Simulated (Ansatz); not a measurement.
BaTiO3 (Amm2) from a database of computed structures, relaxed with r2SCAN. Space group Amm2 (No. 38), orthorhombic; conventional cell a = 3.963 Å, b = 5.716 Å, c = 5.748 Å, 13.02 Å³ an atom. Around Ba lie 12 O at 2.77–2.98 Å; around Ti lie 6 O at 1.85–2.21 Å; around O lie 2 Ti at 1.85–2.21 Å and 4 Ba at 2.80–2.88 Å; around O lie 2 Ti at 1.99 Å and 4 Ba at 2.77–2.98 Å.

```cif
data_structure
_symmetry_space_group_name_H-M 'Amm2'
_symmetry_Int_Tables_number 38
_cell_length_a 3.9632
_cell_length_b 5.7158
_cell_length_c 5.7484
_cell_angle_alpha 90.000
_cell_angle_beta 90.000
_cell_angle_gamma 90.000
_cell_volume 130.22
loop_
_atom_site_label
_atom_site_type_symbol
_atom_site_symmetry_multiplicity
_atom_site_Wyckoff_symbol
_atom_site_fract_x
_atom_site_fract_y
_atom_site_fract_z
_atom_site_occupancy
Ba1 Ba 2 a 0.00000 0.50000 0.50496 1
Ti1 Ti 2 b 0.50000 0.50000 0.02057 1
O1 O 4 e 0.50000 0.74299 0.23377 1
O2 O 2 a 0.00000 0.50000 0.98683 1
```

4 runs of the plane-wave code Ansatz on this cell differ in the functional (and in the settings that go with it). Levels are in eV from each run's valence top; v1 is the last filled band, c1 the first empty one.

Run A, mean stress +3.2 GPa (compression positive):

| point | v2 | v1 | c1 | c2 |
| --- | --- | --- | --- | --- |
| Γ | -0.50 | -0.42 | 2.29 | 2.54 |
| Y | -0.83 | -0.25 | 3.78 | 3.84 |
| Z | -1.19 | -1.05 | 2.68 | 3.72 |
| A₀ | -0.02 | 0.00 | 4.30 | 4.34 |
| S | -0.94 | -0.76 | 2.51 | 3.77 |

Run B, mean stress -7.7 GPa (compression positive):

| point | v2 | v1 | c1 | c2 |
| --- | --- | --- | --- | --- |
| Γ | -0.51 | -0.41 | 2.21 | 2.46 |
| Y | -0.83 | -0.25 | 3.74 | 3.80 |
| Z | -1.20 | -1.05 | 2.61 | 3.69 |
| A₀ | -0.02 | 0.00 | 4.27 | 4.31 |
| S | -0.96 | -0.76 | 2.43 | 3.74 |

Run C, mean stress 0.0 GPa (compression positive):

| point | v2 | v1 | c1 | c2 |
| --- | --- | --- | --- | --- |
| Γ | -0.51 | -0.44 | 2.66 | 2.89 |
| Y | -0.84 | -0.26 | 4.12 | 4.18 |
| Z | -1.22 | -1.10 | 3.03 | 4.06 |
| A₀ | -0.02 | 0.00 | 4.65 | 4.69 |
| S | -0.96 | -0.79 | 2.86 | 4.12 |

Run D, mean stress -2.1 GPa (compression positive):

| point | v2 | v1 | c1 | c2 |
| --- | --- | --- | --- | --- |
| Γ | -0.51 | -0.43 | 4.50 | 4.74 |
| Y | -0.89 | -0.26 | 6.18 | 6.25 |
| Z | -1.27 | -1.15 | 4.91 | 6.11 |
| A₀ | -0.03 | 0.00 | 6.79 | 6.83 |
| S | -1.00 | -0.82 | 4.73 | 6.18 |

Question: Match the runs to LDA, PBE, r2SCAN, PBE0.

Answer: A is PBE, B is LDA, C is r2SCAN, D is PBE0. In order of the gap: LDA 2.21, PBE 2.29, r2SCAN 2.66, PBE0 4.50 eV. The stress vanishes for r2SCAN, which relaxed the cell.

Calculated for a static, non-magnetic cell.

Spin-orbit coupling is left out.

The stress of a hybrid is loosely converged in these runs.

The meshes of the hybrids are coarse, so their gaps aren't converged to the digits shown.
